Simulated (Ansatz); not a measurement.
NbAs, 4 atoms in the cell. The structure is tetragonal, space group I4_1md (No. 109). Conventional cell: a = 3.452 Å, b = 3.452 Å, c = 11.680 Å, α = 90.00°, β = 90.00°, γ = 90.00°. Nb (site symmetry 2mm) has 6 As at 2.60 to 2.63 Å as nearest neighbours. As (site symmetry 2mm) is surrounded by 6 Nb at 2.60 to 2.63 Å. 

```yaml
Program: Ansatz 0.2.0
Task: relaxation of cell and atoms
Functional: PBE
Dispersion: D3(BJ)
Potentials_or_basis: Ansatz PAW
Cutoff: "420 eV (not typed: the program's choice for these potentials)"
k_mesh: 11 × 11 × 11
Occupations: fermi-dirac, width 0.05 eV
Spin: no spin polarisation
```

Potentials or basis: Ansatz PAW.

Run with:

```sh
$ ansatz run input.yaml --threads 2 --pin off --max-ram 5632MiB --backend cpu --events-out ev --progress --plain --runs-dir out
```

Hardware: 2 threads of Intel(R) Xeon(R) Platinum 8488C (Sapphire Rapids), on a shared host.

Task: How long does it take, and how much memory?

Result: It took 45 s on 2 threads of Intel(R) Xeon(R) Platinum 8488C (Sapphire Rapids), with other jobs on the host, peak memory 0.61 GiB. Counts: scf iterations 34, plane waves 1363, k points 126, bands 34, ion steps 5.
